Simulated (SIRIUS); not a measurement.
Zr:

```
CELL_PARAMETERS angstrom
-1.81000 1.81000 1.81000
1.81000 -1.81000 1.81000
1.81000 1.81000 -1.81000
ATOMIC_POSITIONS crystal
Zr 0.00000 0.00000 0.00000
```

This isn't the form of Zr at room conditions, which is hcp.

Base run:

- Program: SIRIUS 7.10.0
- Functional: PBEint
- Potentials or basis: PseudoDojo 0.4.1 PBE standard (scalar relativistic)
- Cutoff: 915 eV
- Density cutoff: 3659 eV
- k mesh: 10 × 10 × 10
- Occupations: fermi-dirac, width 0.05 eV
- Spin: no spin polarisation

Its results: pressure -5.8 GPa.

Q: After a change of settings the same cell gave: pressure -7.0 GPa. Which change was it?
A. functional from PBEint to LDA; libxc names from ["XC_GGA_X_PBEINT", "XC_GGA_C_PBEINT"] to ["XC_LDA_X", "XC_LDA_C_PW"]
B. functional from PBEint to PBE; libxc names from ["XC_GGA_X_PBEINT", "XC_GGA_C_PBEINT"] to ["XC_GGA_X_PBE", "XC_GGA_C_PBE"]
C. functional from PBEint to RPBE; libxc names from ["XC_GGA_X_PBEINT", "XC_GGA_C_PBEINT"] to ["XC_GGA_X_RPBE", "XC_GGA_C_PBE"]
D. functional from PBEint to PBEsol; libxc names from ["XC_GGA_X_PBEINT", "XC_GGA_C_PBEINT"] to ["XC_GGA_X_PBE_SOL", "XC_GGA_C_PBE_SOL"]

A: D.

Caveats: the potentials were made for another functional, which shifts forces and pressure.
